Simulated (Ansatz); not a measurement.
# BaTiO3 (P4mm) in Ansatz: relaxation of cell and atoms with PBE

Aim: the relaxation of cell and atoms of BaTiO3 with PBE.

Program: Ansatz 0.2.0. These are calculated values, not measurements. Logs are shortened: lines on timing, memory, paths and dates and some standing lists are left out, and cuts for length are marked.

## Step 1: The crystal as given

The structure is tetragonal, space group P4mm (No. 99). The conventional cell has a = 4.000 Å, b = 4.000 Å, c = 4.018 Å, α = 90.00°, β = 90.00°, γ = 90.00°. Ba (site symmetry 4mm) has 12 O at 2.79 to 2.88 Å as nearest neighbours. Around Ti (site symmetry 4mm) lie 6 O at 1.89 to 2.13 Å. O (site symmetry 2mm) has 2 Ti at 2.00 Å as nearest neighbours. Around O (site symmetry 4mm) lie 2 Ti at 1.89 to 2.13 Å.

## Step 2: Relaxation of cell and atoms, PBE

input.yaml

```yaml
crystal:
  lattice:
    - [3.9998, 0.0, 0.0]
    - [0.0, 3.9998, 0.0]
    - [0.0, 0.0, 4.018]
  atoms:
    - { symbol: Ba, position: [0.0, 0.0, 0.0] }
    - { symbol: Ti, position: [0.5, 0.5, 0.49] }
    - { symbol: O, position: [0.0, 0.5, 0.517] }
    - { symbol: O, position: [0.5, 0.0, 0.517] }
    - { symbol: O, position: [0.5, 0.5, 0.019] }
hamiltonian:
  xc: pbe
  pseudopotentials: { kind: paw }
kpoints:
  mp_grid: { grid: [7, 7, 7] }
scf:
  occupations: { method: fermi_dirac, width: 0.05 }
output:
  forces: true
  stress: true
relax:
  f_tol: 0.01
  max_steps: 40
  cell: { stress_tol: 0.05 }
```

Potentials or basis: Ansatz PAW.

Run with:

```
ansatz run input.yaml --threads 2 --pin off --max-ram 5632MiB --backend cpu --events-out ev --progress --plain --runs-dir out
```

Log:

```text
Warning: RAYON_NUM_THREADS=2 ignored (pool sized by the plan → 2); use --threads N
Engine: ansatz 0.2.0, x86_64-unknown-linux-gnu
Pseudopotentials: kind: paw
Pseudopotential: Ba, paw, valence charge 10, recommended cutoff 420 eV (normal), Ba.paw.azcp
Pseudopotential: Ti, paw, valence charge 12, recommended cutoff 420 eV (normal), Ti.paw.azcp
Pseudopotential: O, paw, valence charge 6, recommended cutoff 420 eV (normal), O.paw.azcp
Functional definition: PBE
  parameter kappa = 0.804
  parameter beta = 0.06672455060314922
  exchange = pbe_x(kappa = kappa, mu = beta*pi^2/3)
  correlation = pbe_c(beta = beta)
Crystal: 5 atoms, lattice volume = 64.282 Å³
Basis set: ecut = 420 eV, 1237 PW (Γ), exchange–correlation on 54×54×54 points (8 copies of the dense FFT grid, shifted against one another)
Bands: 25, of which v1, the nominal top of the filled ones, is band 20 counted from 1 (19 counted from 0)
Symmetry: 8 space group operations
Space group: P4mm (ITA 99), of the structure as read, at distance tolerance 4.0e-5 Å
k-points: 40 of 343 (time reversal used)
Non-local potential: Ba, projectors of the file, l = 0: 3, l = 1: 2, l = 2: 2, l = 3: 2
Non-local potential: Ti, projectors of the file, l = 0: 3, l = 1: 2, l = 2: 3, l = 3: 1
Non-local potential: O, projectors of the file, l = 0: 2, l = 1: 2, l = 2: 1
PAW form: soft (Blöchl's): semilocal exchange-correlation on the pseudo side does not see the compensation charge
PAW one-centre angular grid: Ba, 194 points (default); XC on 64 Gauss nodes
PAW one-centre angular grid: Ti, 590 points (default); XC on 64 Gauss nodes
PAW one-centre angular grid: O, 110 points (default); XC on 64 Gauss nodes
Initial density: superposition of atomic densities (neutral atoms: chi_scale 0, normalization atom), corrected by the library's trained network
Initial wavefunctions: pseudopotential atomic-orbital guess
Functional: x = pbe(κ = 0.804, μ = 0.2195149727645171), c = pbe(β = 0.06672455060314922)
SCF iter   1: F=—  HF=-10159.578074 eV  |F-HF|=—  |Δ(HF+E_count)|=         —  Δρ=1.60e-3  dr2=1.00e-3  ethr=1.77e-3  ⟨swp⟩=6.0  Hψ=4985  notcnv=0
preconditioner: auto → Resta (q_TF=auto, 2.521 Å⁻¹)  ε∞=5.9  [insulator: Δε(μ)=1.913 eV  Ē_g=11.890 eV  σ=0.050 eV  W_gap=1.00  n_scr=18 (ndim 8)  ℏωp=26.2 eV  f_vac=0.000  D(μ)=0.00/eV (n_scr^D=0)  ε∞_Penn≈5.9]
SCF iter   2: F=—  HF=-10159.578373 eV  |F-HF|=—  |Δ(HF+E_count)|=   2.99e-4  Δρ=7.82e-4  dr2=2.58e-4  ethr=2.51e-6  ⟨swp⟩=2.0  Hψ=2010  notcnv=0
SCF iter   3: F=—  HF=-10159.578513 eV  |F-HF|=—  |Δ(HF+E_count)|=   1.40e-4  Δρ=1.09e-4  dr2=1.36e-5  ethr=6.46e-7  ⟨swp⟩=2.5  Hψ=1441  notcnv=0
SCF iter   4: F=—  HF=-10159.577783 eV  |F-HF|=—  |Δ(HF+E_count)|=   7.29e-4  Δρ=5.20e-5  dr2=1.79e-6  ethr=3.41e-8  ⟨swp⟩=2.1  Hψ=1744  notcnv=0
SCF iter   5: F=—  HF=-10159.577783 eV  |F-HF|=—  |Δ(HF+E_count)|=   2.05e-9  Δρ=1.75e-5  dr2=1.28e-7  ethr=4.47e-9  ⟨swp⟩=2.3  Hψ=1690  notcnv=0
SCF iter   6: F=-10159.577783 eV  HF=-10159.577783 eV  |F-HF|=1.47e-9  |Δ(HF+E_count)|=   2.38e-9  Δρ=3.72e-6  dr2=5.61e-9  ethr=2.50e-10  ⟨swp⟩=5.0  Hψ=3634  notcnv=0
SCF 1 converged in 6 iterations: F = -10159.577783 eV  dr2 = 5.61e-9
relax step   1: F+E_penalty+E_count = -10159.57778349 eV  Δ(F+E_penalty+E_count) = +0.000e0 eV  max|allowed force component| = 3.106e-1 eV/Å  Δτ_max = 0.0000 Å  P = +2.428 GPa  Ω = 64.282 Å³  (6 SCF iters, dr2 threshold 1.00e-7 eV, accepted)
Crystal: 5 atoms, lattice volume = 65.433 Å³
Basis set: ecut = 420 eV, 1309 PW (Γ), exchange–correlation on 54×54×54 points (8 copies of the dense FFT grid, shifted against one another)
Initial density: handed on by an earlier stage of this run
Initial wavefunctions: those handed on with the density
iter 1 solved again at ethr=9.90e-6 eV; its pass at ethr=3.10e-3 eV (dr2=3.96e-3 eV) is discarded
SCF iter   1: F=—  HF=-10159.587156 eV  |F-HF|=—  |Δ(HF+E_count)|=         —  Δρ=2.74e-3  dr2=4.08e-3  ethr=9.90e-6  ⟨swp⟩=1.3  Hψ=5266  notcnv=0
preconditioner: auto → Resta (q_TF=auto, 2.513 Å⁻¹)  ε∞=5.8  [insulator: Δε(μ)=1.861 eV  Ē_g=11.793 eV  σ=0.050 eV  W_gap=1.00  n_scr=18 (ndim 8)  ℏωp=26.0 eV  f_vac=0.000  D(μ)=0.00/eV (n_scr^D=0)  ε∞_Penn≈5.8]
SCF iter   2: F=—  HF=-10159.586661 eV  |F-HF|=—  |Δ(HF+E_count)|=   4.95e-4  Δρ=1.19e-3  dr2=9.32e-4  ethr=9.90e-6  ⟨swp⟩=2.0  Hψ=1544  notcnv=0
SCF iter   3: F=—  HF=-10159.586562 eV  |F-HF|=—  |Δ(HF+E_count)|=   9.93e-5  Δρ=3.10e-4  dr2=8.50e-5  ethr=2.33e-6  ⟨swp⟩=1.1  Hψ=1004  notcnv=0
[... 100 lines left out ...]
SCF iter   2: F=—  HF=-10159.618363 eV  |F-HF|=—  |Δ(HF+E_count)|=   8.71e-5  Δρ=6.35e-4  dr2=2.76e-4  ethr=1.85e-6  ⟨swp⟩=1.1  Hψ=1003  notcnv=0
SCF iter   3: F=—  HF=-10159.618000 eV  |F-HF|=—  |Δ(HF+E_count)|=   3.63e-4  Δρ=8.44e-5  dr2=5.61e-6  ethr=6.89e-7  ⟨swp⟩=2.6  Hψ=1739  notcnv=0
iter 4 did not close the SCF: its close was put off for the readings that it lacked (scf_convergence_deferred on its scf_iter line)
SCF iter   4: F=-10159.618000 eV  HF=-10159.618000 eV  |F-HF|=1.12e-7  |Δ(HF+E_count)|=   1.68e-7  Δρ=2.48e-5  dr2=3.40e-7  ethr=1.40e-8  ⟨swp⟩=2.6  Hψ=1783  notcnv=0
iter 5 did not close the SCF: its close was put off for the readings that it lacked (scf_convergence_deferred on its scf_iter line)
SCF iter   5: F=-10159.618000 eV  HF=-10159.618000 eV  |F-HF|=4.93e-9  |Δ(HF+E_count)|=   1.90e-7  Δρ=5.71e-6  dr2=2.21e-8  ethr=8.50e-10  ⟨swp⟩=2.1  Hψ=1619  notcnv=0
SCF iter   6: F=-10159.618000 eV  HF=-10159.618000 eV  |F-HF|=3.47e-10  |Δ(HF+E_count)|=   1.13e-8  Δρ=1.53e-6  dr2=2.05e-9  ethr=5.52e-11  ⟨swp⟩=2.9  Hψ=3380  notcnv=0
SCF 10 converged in 6 iterations: F = -10159.618000 eV  dr2 = 2.05e-9
relax step  10: F+E_penalty+E_count = -10159.61800038 eV  Δ(F+E_penalty+E_count) = +1.270e-4 eV  max|allowed force component| = 1.685e-3 eV/Å  Δτ_max = 0.0077 Å  P = +0.045 GPa  Ω = 66.636 Å³  energy of the carried Pulay correction = -9.037e-4 eV  (6 SCF iters, dr2 threshold 5.00e-7 eV, accepted)
Crystal: 5 atoms, lattice volume = 66.707 Å³
iter 1 solved again at ethr=1.22e-7 eV; its pass at ethr=3.10e-3 eV (dr2=4.89e-5 eV) is discarded
SCF iter   1: F=—  HF=-10159.618116 eV  |F-HF|=—  |Δ(HF+E_count)|=         —  Δρ=3.03e-4  dr2=5.49e-5  ethr=1.22e-7  ⟨swp⟩=2.1  Hψ=5065  notcnv=0
[... 4 lines left out ...]
iter 5 did not close the SCF: its close was put off for the readings that it lacked (scf_convergence_deferred on its scf_iter line)
SCF iter   5: F=-10159.617791 eV  HF=-10159.617791 eV  |F-HF|=1.46e-10  |Δ(HF+E_count)|=   2.06e-8  Δρ=2.51e-6  dr2=4.02e-9  ethr=1.12e-10  ⟨swp⟩=2.2  Hψ=1621  notcnv=0
SCF iter   6: F=-10159.617791 eV  HF=-10159.617791 eV  |F-HF|=3.64e-11  |Δ(HF+E_count)|=   1.12e-9  Δρ=7.97e-7  dr2=3.96e-10  ethr=1.01e-11  ⟨swp⟩=3.0  Hψ=3583  notcnv=0
SCF 11 converged in 6 iterations: F = -10159.617791 eV  dr2 = 3.96e-10
relax step  11: F+E_penalty+E_count = -10159.61779141 eV  Δ(F+E_penalty+E_count) = +2.090e-4 eV  max|allowed force component| = 8.531e-4 eV/Å  Δτ_max = 0.0020 Å  P = -0.006 GPa  Ω = 66.707 Å³  energy of the carried Pulay correction = -1.146e-3 eV  (6 SCF iters, dr2 threshold 2.60e-8 eV, accepted)
iter 1 solved again at ethr=2.17e-8 eV; its pass at ethr=3.10e-3 eV (dr2=8.67e-6 eV) is discarded
SCF iter   1: F=—  HF=-10159.619296 eV  |F-HF|=—  |Δ(HF+E_count)|=         —  Δρ=1.36e-4  dr2=8.46e-7  ethr=2.17e-8  ⟨swp⟩=3.3  Hψ=8027  notcnv=0
preconditioner: auto → Resta (q_TF=auto, 2.505 Å⁻¹)  ε∞=5.6  [insulator: Δε(μ)=1.943 eV  Ē_g=11.998 eV  σ=0.050 eV  W_gap=1.00  n_scr=18 (ndim 8)  ℏωp=25.7 eV  f_vac=0.000  D(μ)=0.00/eV (n_scr^D=0)  ε∞_Penn≈5.6]
SCF iter   2: F=—  HF=-10159.619050 eV  |F-HF|=—  |Δ(HF+E_count)|=   2.45e-4  Δρ=6.77e-5  dr2=1.64e-7  ethr=2.12e-9  ⟨swp⟩=2.6  Hψ=1826  notcnv=0
SCF iter   3: F=—  HF=-10159.619070 eV  |F-HF|=—  |Δ(HF+E_count)|=   1.99e-5  Δρ=2.54e-5  dr2=2.70e-8  ethr=4.10e-10  ⟨swp⟩=2.4  Hψ=1478  notcnv=0
SCF iter   4: F=—  HF=-10159.619073 eV  |F-HF|=—  |Δ(HF+E_count)|=   3.10e-6  Δρ=2.14e-6  dr2=4.84e-10  ethr=6.76e-11  ⟨swp⟩=2.0  Hψ=1601  notcnv=0
iter 5 did not close the SCF: its close was put off for the readings that it lacked (scf_convergence_deferred on its scf_iter line)
SCF iter   5: F=-10159.619073 eV  HF=-10159.619073 eV  |F-HF|=9.09e-12  |Δ(HF+E_count)|=   1.55e-8  Δρ=3.39e-7  dr2=4.96e-11  ethr=1.21e-12  ⟨swp⟩=2.0  Hψ=1723  notcnv=0
SCF iter   6: F=-10159.619073 eV  HF=-10159.619073 eV  |F-HF|=1.82e-12  |Δ(HF+E_count)|=  2.73e-11  Δρ=9.83e-8  dr2=4.67e-12  ethr=1.00e-12  ⟨swp⟩=4.2  Hψ=3546  notcnv=0
SCF 12 converged in 6 iterations: F = -10159.619073 eV  dr2 = 4.67e-12
relax step  12: F+E_penalty+E_count = -10159.61907348 eV  Δ(F+E_penalty+E_count) = -1.282e-3 eV  max|allowed force component| = 7.215e-4 eV/Å  Δτ_max = 0.0000 Å  P = +0.006 GPa  Ω = 66.707 Å³  stress off target by 4.97e-2 GPa  SCF on the basis re-selected at this cell (its energy is not comparable with the rows above)  (6 SCF iters)
basis re-selected at this cell: Δ(F+E_penalty+E_count) = -1.282e-3 eV, ΔP = +0.013 GPa vs the last step (what re-selecting the basis moved, of the pressure what is left beyond the Pulay correction that the steps carried, after the strain that the cell walked since its last selection, with what the two solves' SCF thresholds leave and, on support functions, any second-order correction that the steps lacked; it is no measure of the basis error at this ecutwfc). This SCF's stress stands 4.97e-2 GPa from its target on what of the cell is left free (relax.cell.stress_tol is 5.00e-2 GPa) and its largest allowed force component is 7.21e-4 eV/Å (relax.f_tol is 1.00e-2 eV/Å): within both
SCF converged after 6 iterations
Free energy (F): -10159.619073 eV
Harris-Foulkes:  -10159.619073 eV  (|F-HF|=1.82e-12)
Internal energy: -10159.619073 eV  (E = F + TS)
E sigma→0 (E₀):  -10159.619073 eV
Fermi energy:    10.900658 eV
--- Per-component energies (eV) ---
  E_band       = -161.383091
  E_kinetic    = 968.618396
  E_local      = -2177.067563  (includes V_loc(G=0)·N_el)
  E_nonlocal   = 203.754773
  E_hartree    = 848.906852
  E_xc         = -490.890264
  E_vxc        = -545.316616  (∫ρ·V_xc dr)
  E_paw        = -6744.629232  (= ΣΔE_a)
  E_vpaw       = -309.193201  (= ΣTr[D̂ρ^β])
  E_aug_tail   = 0.007428  (compensation charges beyond the density's cutoff)
  E_ewald      = -2768.319463
  E_smearing   = -0.000000  (= −TS)
  E_closure    = -0.000000  (closes the sum)
  Σ components = -10159.619073   (vs F -10159.619073, Δ=0.00e0)
--- Forces (eV/Å), atoms counted from 1 ---
  atom   1  Ba     0.00000000    -0.00000000    -0.00041971
  atom   2  Ti    -0.00000000    -0.00000000    -0.00072090
  atom   3  O      0.00000000     0.00000000     0.00028088
  atom   4  O     -0.00000000    -0.00000000     0.00028088
  atom   5  O     -0.00000000    -0.00000000     0.00058178
  max |Σ_I F_I| component: 2.95e-6 eV/Å
--- Stress (GPa, compression-positive) ---
       -0.015376      -0.000000       0.000000
       -0.000000      -0.015376      -0.000000
        0.000000      -0.000000       0.049652
  P = ⅓ Tr σ = 0.0063 GPa (0.063 kbar)
--- Relaxed structure (10 steps of the walk, 10 accepted, 2 SCFs on fresh bases) ---
  F+E_penalty+E_count = -10159.61907348 eV   max|allowed force component| = 7.215e-4 eV/Å   (the final SCF, on the basis selected at the relaxed cell)
  cell:  # Å, volume = 66.7067 Å³
    - [3.986217056859749, -7.692070538292089e-34, 3.369267555633973e-17]
    - [-5.769052903719067e-34, 3.986217056859749, -1.0576596990151623e-32]
    - [3.3845984895588034e-17, -1.0624722912752942e-32, 4.198052052225072]
  atoms:
    - { symbol: Ba, position: [-2.035224594392528e-18, -3.0214536729411227e-34, -0.010427793140109753] }
    - { symbol: Ti, position: [0.4999999999999999, 0.4999999999999999, 0.4722949761005659] }
    - { symbol: O, position: [6.402386795421778e-19, 0.4999999999999999, 0.520280363518089] }
    - { symbol: O, position: [0.4999999999999999, 1.4926703404171305e-34, 0.520280363518089] }
    - { symbol: O, position: [0.4999999999999999, 0.4999999999999999, 0.04057209000336567] }
```

Run time: 71 s. Hardware: 2 threads of Intel Xeon at 2.50GHz (Skylake/Cascade Lake), shared host; peak memory 0.45 GiB.

Results:

| Property | Result |
| --- | --- |
| Free energy | -10159.6191 eV |
| Relaxed volume | 13.34 Å³/atom |
| Relaxed cell | a = 3.986 Å, b = 3.986 Å, c = 4.198 Å, α = 90.00°, β = 90.00°, γ = 90.00° |
| Space group after relaxing (to 0.05 Å) | P4mm (No. 99) |
| Energy gained by relaxing | 8.3 meV/atom |
| Ionic steps | 12 |
| Pressure after relaxing | 0.0 GPa |
| Band gap on the k mesh | 1.94 eV |

Step by step:
| step | energy change (eV) | largest force (eV/Å) | volume (Å³) |
| --- | --- | --- | --- |
| 1 | 0.0000 | 0.3106 | 64.28 |
| 2 | -0.0081 | 0.3192 | 65.43 |
| 3 | -0.0101 | 0.2742 | 65.39 |
| 4 | -0.0176 | 0.2862 | 65.33 |
| 5 | -0.0244 | 0.2459 | 66.57 |
| 6 | -0.0300 | 0.0201 | 66.11 |
| 7 | -0.0301 | 0.0261 | 66.24 |
| 8 | -0.0298 | 0.0039 | 66.37 |
| 9 | -0.0403 | 0.0039 | 66.37 |
| 10 | -0.0402 | 0.0017 | 66.64 |
| 11 | -0.0400 | 0.0009 | 66.71 |
| 12 | -0.0413 | 0.0007 | 66.71 |

Final structure:
```
Ba Ti O
1.0
     3.98622    0.00000    0.00000
     0.00000    3.98622    0.00000
     0.00000    0.00000    4.19805
Ba Ti O
1 1 3
Direct
  0.00000 0.00000 0.98957
  0.50000 0.50000 0.47229
  0.00000 0.50000 0.52028
  0.50000 0.00000 0.52028
  0.50000 0.50000 0.04057
```

Caveat: odd divisions of the mesh miss points on the zone boundary, where band edges often lie, so the gap on the mesh can be too wide; the plane-wave basis is chosen anew once the cell has moved, so the energies of steps on either side of that aren't comparable; the pressure holds a Pulay correction of +0.5 GPa for the finite cutoff; spin-orbit coupling is left out, which moves the levels of the heavy elements. PBE usually gives volumes a little too large and moduli too small.
